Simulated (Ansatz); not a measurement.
**Ti: squeezing one contact**

One table from this session's results is given with a row withheld; the runs are named, their logs left out.

Computed with Ansatz 0.2.0 (DFT PBEsol, with the methods named in each step, unless a step's input says otherwise).

1 further run of the same task is left out (it didn't finish).

## The starting structure

Symmetry: Fd-3m, No. 227, cubic system. The conventional cell has a = 5.582 Å, b = 5.582 Å, c = 5.582 Å, α = 90.00°, β = 90.00°, γ = 90.00°. Around Ti (site symmetry -43m) lie 4 Ti at 2.42 Å.

As a file:

```
Ti
1.0
     0.00000    2.79122    2.79122
     2.79122    0.00000    2.79122
     2.79122    2.79122    0.00000
Ti
2
Cartesian
  -0.6978 -0.6978 -0.6978
  0.6978 0.6978 0.6978
```

Atoms are numbered in the order of the input: Ti1, Ti2.

Set-up of the first run:

Contents of input.yaml:

```yaml
crystal:
  lattice:
    - [0.0, 2.7912246522, 2.7912246522]
    - [2.7912246522, 0.0, 2.7912246522]
    - [2.7912246522, 2.7912246522, 0.0]
  atoms:
    - { symbol: Ti, position: [-0.125, -0.125, -0.125] }
    - { symbol: Ti, position: [0.125, 0.125, 0.125] }
kpoints:
  mp_grid: { grid: [9, 9, 9] }
scf:
  occupations: { method: fermi_dirac, width: 0.05 }
hamiltonian:
  xc: pbesol
  pseudopotentials: { kind: all_electron, lapw: { basis_error: 0.001 } }
output:
  forces: true
  stress: true
  eigenvalues: true
  populations: true
```

Command:

```sh
> ansatz run input.yaml --threads 1 --pin off --max-ram 2048MiB --backend cpu --events-out ev --progress --plain --runs-dir out
```

Among the steps run: The bond as given, LAPW; Shortest bond scaled by 1, crystal datasets; Shortest bond scaled by 1.1, LAPW; Shortest bond scaled by 1.1, crystal datasets; Shortest bond scaled by 0.88, LAPW; Shortest bond scaled by 0.76, LAPW; Shortest bond scaled by 0.7, LAPW; Shortest bond scaled by 0.7, crystal datasets.

One table of the session follows, with a row left open; its other results are not shown here.

| method | length (Å) | force along the bond (eV/Å) | pressure (GPa) | largest force (eV/Å) |
| --- | --- | --- | --- | --- |
| LAPW | 1.692 | 8.842 | 15.57 | 8.842 |
| LAPW | 1.837 | 1.706 | 3.75 | 1.706 |
| LAPW | 2.127 | -1.784 | -1.44 | 1.784 |
| LAPW | 2.417 | 0.000 | -1.09 | 0.000 |
| LAPW | 2.659 | 1.009 | -1.45 | 1.009 |
| PAW | 1.692 | ? | ? | ? |
| PAW | 1.837 | 1.627 | 3.59 | 1.627 |
| PAW | 2.127 | -1.783 | -1.42 | 1.783 |
| PAW | 2.417 | 0.000 | -1.07 | 0.000 |
| PAW | 2.659 | 1.008 | -1.43 | 1.008 |
| PAW (source ansatz) | 1.692 | 8.881 | 15.63 | 8.881 |
| crystal datasets | 1.692 | 8.842 | 15.57 | 8.842 |
| crystal datasets | 2.417 | 0.000 | -1.09 | 0.000 |
| crystal datasets | 2.659 | 1.009 | -1.45 | 1.009 |

**Question.** Estimate the row for PAW, 1.692.

As computed: force along the bond (eV/Å): 8.338; pressure (GPa): 14.52; largest force (eV/Å): 8.338. In the column «force along the bond (eV/Å)» it lies between LAPW, 1.837 (1.706) and LAPW, 1.692 (8.842).

To keep in mind: Warnings in the runs' records: crystal datasets made.
